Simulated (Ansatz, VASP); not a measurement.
## Two plane-wave programs on Se

The input INCAR:

```
SYSTEM = Se
PREC = Accurate ; ENCUT = 520
EDIFF = 1E-8 ; ISMEAR = -1
SIGMA = 0.03 ; LREAL = .False.
LASPH = .True. ; NELM = 100
ALGO = Normal ; ISIF = 2
LWAVE = .False. ; LCHARG = .False.
GGA = PS ; LEFG = .True.
NBANDS = 16
```

KPOINTS

```
Automatic mesh
0
Gamma
  6 6 5
  0 0 0
```

Contents of POSCAR:

```
Se
1.0
    4.3661999489     -0.0218309997     -0.0218309997
   -2.2020061749      3.7921555737     -0.0079907005
   -0.0247680000     -0.0247680000      4.9536000000
Se
3
Direct
    0.2254000000      0.0000000000      0.3333333333
    0.0000000000      0.2254000000      0.6666666667
    0.7746000000      0.7746000000      0.0000000000
```

Input for Ansatz:

```yaml
crystal:
  lattice:
    - [4.3661999489, -0.0218309997, -0.0218309997]
    - [-2.2020061749, 3.7921555737, -0.0079907005]
    - [-0.024768, -0.024768, 4.9536]
  atoms:
    - { symbol: Se, position: [0.2254, 0.0, 0.3333333333] }
    - { symbol: Se, position: [0.0, 0.2254, 0.6666666667] }
    - { symbol: Se, position: [0.7746, 0.7746, 0.0] }
kpoints:
  mp_grid: { grid: [6, 6, 5] }
scf:
  occupations: { method: fermi_dirac, width: 0.03 }
hamiltonian:
  xc: pbesol
  pseudopotentials: { kind: paw }
output:
  forces: true
  stress: true
  eigenvalues: true
  efg: { contact_densities: true }
```

Change from the starting cell: equal xy, yz and zx shear strains of -1 %, PAW files.

Alike in both runs: task electric field gradients; functional PBEsol; k mesh 6 × 6 × 5; occupations fermi-dirac, width 0.03 eV; no spin polarisation.

|  | VASP | Ansatz |
| --- | --- | --- |
| version | VASP 6.6.1 | Ansatz 0.2.0 |
| potentials or method | VASP PAW PBE potentials, release 64 (Se) | PAW with Ansatz's default frozen-core files, scalar-relativistic |
| plane-wave cutoff (eV) | 520 | 420 |
| valence electrons in the cell | 18 | 48 |

|  | VASP | Ansatz | Ansatz less VASP |
| --- | --- | --- | --- |
| gap on the k mesh at the Fermi level (eV) | 1.18 | 1.18 | +0.002 |
| pressure (GPa) | 0.4 | 0.2 | -0.19 |
| largest component of the traceless stress (GPa) | 1.03 | 0.96 | -0.071 |
| rms of the force components (eV/Å) | 0.219 | 0.195 | -0.0242 |
| Vzz of the field gradient on the site that differs most (V/Å²) | -486.3 | -504.6 | -18.25 |

Atom by atom the forces differ by 0.027 eV/Å (rms over components). The two sets of potentials don't hold the same shells in valence.

Caveats: the PAW data sets were made with another functional, which shifts forces and pressure a little (VASP); an odd mesh through Γ misses points on the zone boundary, where band edges often lie.
